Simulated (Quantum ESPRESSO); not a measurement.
The system is Bi.

```
Bi
1.0
     3.48860   -3.13258    0.00000
     3.48860    3.13258    0.00000
    -1.26023    0.00000    3.11355
Bi
2
Direct
  0.75306 0.75306 0.85738
  0.24694 0.24694 0.14262
```

This isn't the form of Bi at room conditions, which is rhombohedral.

```yaml
Program: Quantum ESPRESSO 7.5
Task: single point
Functional: PBEsol
Potentials_or_basis: PseudoDojo 0.4.1 SR PBEsol standard
Cutoff: 898 eV
Density_cutoff: 3592 eV
k_mesh: 6 × 6 × 9
Occupations: fermi-dirac, width 0.05 eV
Spin: no spin polarisation
```

On this cell: pressure -2.5 GPa; largest force 0.052 eV/Å; band gap on the k mesh none (metal or under the smearing width).

The same run follows on a disturbed copy (atoms moved at random, drawn with an rms of 0.05 Å):

```
Bi
1.0
     3.48860   -3.13258    0.00000
     3.48860    3.13258    0.00000
    -1.26023    0.00000    3.11355
Bi
2
Cartesian
  4.1692 0.0043 2.6437
  1.5625 0.0187 0.4507
```

What changes?

The energy (extrapolated to zero smearing) moves by +1.5 meV/atom; pressure -2.6 GPa; largest force 0.100 eV/Å; band gap on the k mesh none (metal or under the smearing width).

Forces in eV/Å, atoms in the order of the input:
```
Bi   0.084  0.013  0.052
Bi  -0.084 -0.013 -0.052
```

Stress tensor (GPa, compression positive):
```
-2.47 -0.02 -0.29
-0.02 -3.32 -0.02
-0.29 -0.02 -1.91
```

Caveats: spin-orbit coupling is left out, which moves the levels of the heavy elements.
